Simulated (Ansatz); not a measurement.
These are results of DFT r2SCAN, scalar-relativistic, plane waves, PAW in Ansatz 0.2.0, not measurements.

Structure of AlCu$_{3}$:

```yaml
crystal:
  lattice:
    - [0.00000, 2.89067, 2.89067]
    - [2.89067, 0.00000, 2.89067]
    - [2.89067, 2.89067, 0.00000]
  atoms:
    - { symbol: Al, position: [0.00000, 0.00000, 0.00000] }
    - { symbol: Cu, position: [0.50000, 0.50000, 0.50000] }
    - { symbol: Cu, position: [0.25000, 0.25000, 0.25000] }
    - { symbol: Cu, position: [0.75000, 0.75000, 0.75000] }
```

Cutoff 500 eV; k points 12×12×12 on the computed 4-atom cell (Γ-centred); Gaussian smearing, width 0.10 eV; no spin polarisation.

Levels along Γ–X–U | K–Γ–L–W–X, in eV from the Fermi level, sorted by energy at each point. Points in fractions of the primitive reciprocal vectors: Γ (0.000 0.000 0.000), X (0.500 0.000 0.500), U (0.625 0.250 0.625), K (0.375 0.375 0.750), L (0.500 0.500 0.500), W (0.500 0.250 0.750).
```
point k (1/Å, with 2π) band 27  band 28  band 29  band 30  band 31  band 32  band 33
    Γ             0.000    -2.54    -2.54     3.90     3.90     3.90     4.34     4.34
    -             0.155    -2.56    -2.54     2.94     2.94     3.65     3.94     5.26
    -             0.310    -2.55    -2.53     1.84     1.84     3.18     3.22     4.34
    -             0.466    -2.55    -2.52     0.81     0.81     1.91     2.77     3.34
    -             0.621    -2.58    -2.50    -0.13    -0.13     0.33     2.48     2.94
    -             0.776    -2.64    -2.48    -0.98    -0.97    -0.97     2.28     2.73
    -             0.931    -2.68    -2.43    -1.82    -1.71    -1.71     2.18     2.62
    X             1.087    -2.38    -2.35    -2.28    -2.28    -2.15     2.15     2.59
    -             1.142    -2.38    -2.35    -2.34    -2.21    -2.14     2.19     2.64
    -             1.197    -2.38    -2.38    -2.35    -2.13    -2.04     2.28     2.83
    -             1.252    -2.38    -2.38    -2.35    -2.12    -1.84     2.35     3.18
    -             1.306    -2.38    -2.38    -2.35    -2.10    -1.61     2.40     3.67
    -             1.361    -2.39    -2.38    -2.34    -2.07    -1.37     2.44     4.24
    -             1.416    -2.40    -2.38    -2.32    -2.03    -1.11     2.48     4.88
    U             1.471    -2.42    -2.38    -2.29    -1.98    -0.83     2.54     5.55
    K             1.471    -2.42    -2.38    -2.29    -1.98    -0.83     2.54     5.55
    -             1.636    -2.50    -2.38    -2.03    -1.75     0.08     2.76     7.66
    -             1.800    -2.58    -2.39    -1.52    -1.38     1.10     3.11     6.73
    -             1.965    -2.60    -2.41    -0.77    -0.75     2.22     3.61     5.86
    -             2.130    -2.57    -2.46     0.12     0.24     3.39     4.26     5.03
    -             2.294    -2.55    -2.52     1.30     1.42     4.26     4.41     4.84
    -             2.459    -2.55    -2.54     2.69     2.75     4.03     4.37     4.86
    Γ             2.624    -2.54    -2.54     3.90     3.90     3.90     4.34     4.34
    -             2.758    -2.54    -2.54     2.72     3.55     3.55     4.74     4.74
    -             2.893    -2.55    -2.55     1.29     3.14     3.14     4.67     5.13
    -             3.027    -2.53    -2.53     0.03     2.84     2.84     4.47     4.86
    -             3.162    -2.50    -2.50    -0.97     2.67     2.67     4.28     4.28
    -             3.296    -2.49    -2.49    -1.67     2.61     2.61     3.73     3.73
    -             3.430    -2.48    -2.48    -2.06     2.68     2.68     3.28     3.28
    L             3.565    -2.48    -2.48    -2.19     2.79     2.79     3.04     3.04
    -             3.675    -2.49    -2.48    -2.19     1.97     1.98     3.41     3.63
    -             3.784    -2.53    -2.48    -2.21     0.99     1.03     3.64     4.07
    -             3.894    -2.56    -2.47    -2.23     0.07     0.15     3.93     4.38
    -             4.004    -2.55    -2.46    -2.25    -0.74    -0.62     4.31     4.69
    -             4.114    -2.52    -2.44    -2.27    -1.39    -1.28     4.78     5.05
    -             4.224    -2.47    -2.43    -2.26    -1.84    -1.79     5.33     5.47
    W             4.333    -2.42    -2.42    -2.24    -2.04    -2.04     5.89     5.89
    -             4.411    -2.43    -2.40    -2.25    -2.05    -2.03     5.06     5.25
    -             4.489    -2.44    -2.39    -2.26    -2.07    -2.02     4.29     4.54
    -             4.566    -2.42    -2.37    -2.29    -2.09    -2.04     3.60     3.90
    -             4.644    -2.39    -2.36    -2.32    -2.11    -2.08     3.01     3.36
    -             4.722    -2.36    -2.35    -2.34    -2.14    -2.13     2.54     2.95
    -             4.799    -2.38    -2.35    -2.30    -2.23    -2.14     2.25     2.68
    X             4.877    -2.38    -2.35    -2.28    -2.28    -2.15     2.15     2.59
```